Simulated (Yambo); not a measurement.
BP in Yambo: convergence with bands in self energy

BP:

```
P B
1.0
     0.00000    2.26900    2.26900
     2.26900    0.00000    2.26900
     2.26900    2.26900    0.00000
P B
1 1
Direct
  0.75000 0.75000 0.75000
  0.00000 0.00000 0.00000
```

| Quantity | Value |
| --- | --- |
| Program | Yambo 5.3.0 |
| Task | G0W0 quasiparticle levels |
| Functional | LDA |
| Potentials or basis | PseudoDojo 0.4.1 SR LDA standard |
| Cutoff | 1034 eV |
| Density cutoff | 4136 eV |
| k mesh | 6 × 6 × 6 |
| Occupations | fixed |
| Spin | no spin polarisation |
| k mesh of the self-consistent run | 10 × 10 × 10 |
| Form of the LDA | PW92 |
| Random integration of the Coulomb term | yes |
| Direction of the field or of q to 0 | x + y + z |
| Broadening | 0.1 eV |
| States corrected | Γ and the k points of the band edges |
| Frequency dependence of W | plasmon pole |
| Terminator of the band sum in the self-energy | none |
| Quasiparticle equation | linearised (Newton) |
| Imaginary frequency of the plasmon-pole fit | 27.2114 eV |
| Bands in the response | 154 |
| Bands in the self-energy | 9 |
| Cutoff of the response matrix | 12 Ry |
| Cutoff of exchange and Vxc | 76 Ry |
| Bands corrected (first, last) | [4, 5] |

These are the settings of the first run; the series varies bands in self energy, with any setting tied to it.

Q: The values tried are 9, 14, 24, 44, 84, 154, loosest first. From which on does the quasiparticle gap at the points computed stay within 0.05 eV of the tightest run that finished?

A: From 84 on.

```tsv
bands in self energy	quasiparticle gap at the points computed (eV)
9	1.786
14	1.915
24	1.951
44	2.013
84	2.055
154	2.072
```

The tightest run that finished is the yardstick and may itself not be fully converged.

Caveat, for the tightest run too: this k mesh misses the band edges, so its gaps are larger than the crystal's; this version prints the column dSc/dw multiplied by 27.2; the quasiparticle gap listed is the Kohn-Sham gap on the denser mesh of the self-consistent run plus the correction found on the GW mesh, so it differs from the gap in the log.
